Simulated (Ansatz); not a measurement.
# Two-dimensional strain map in LiF

Method: DFT PBE, scalar-relativistic, plane waves, PAW in Ansatz 0.2.0. The runs took a 420 eV cutoff, a Γ-centred 10×10×10 mesh and Gaussian smearing (0.05 eV). No spin polarisation. Energies are free energies at this smearing, counted from the undisturbed cell; pressure is positive in compression.

Zero of the scan (as given, not relaxed at this level; it stands at 2.1 GPa):

```xyz
2
Lattice="0.0000 2.0140 2.0140 2.0140 0.0000 2.0140 2.0140 2.0140 0.0000" Properties=species:S:1:pos:R:3 pbc="T T T"
Li    0.0000    0.0000    0.0000
F     2.0140    2.0140    2.0140
```

The cell is strained by p along both x and y and by q along z, fractional coordinates fixed. Points are written (p, q).

Energy above the undisturbed cell in meV/atom (a dash: not computed):

| p \ q | -0.050 | -0.025 | 0.000 | 0.025 | 0.050 |
| --- | --- | --- | --- | --- | --- |
| -0.050 | 66.4 | 49.0 | 37.6 | 30.7 | 27.1 |
| -0.025 | 33.5 | ? | 11.5 | 7.6 | ? |
| 0.000 | 15.3 | 5.0 | 0.0 | -0.9 | 1.2 |
| 0.025 | 8.5 | ? | -0.3 | ? | 6.7 |
| 0.050 | 10.3 | 6.5 | 7.9 | 12.9 | 20.6 |

Question: Fill in the withheld energies.

Answer: (-0.025, -0.025): 19.7; (-0.025, 0.050): 6.9; (0.025, -0.025): 1.5; (0.025, 0.025): 1.8.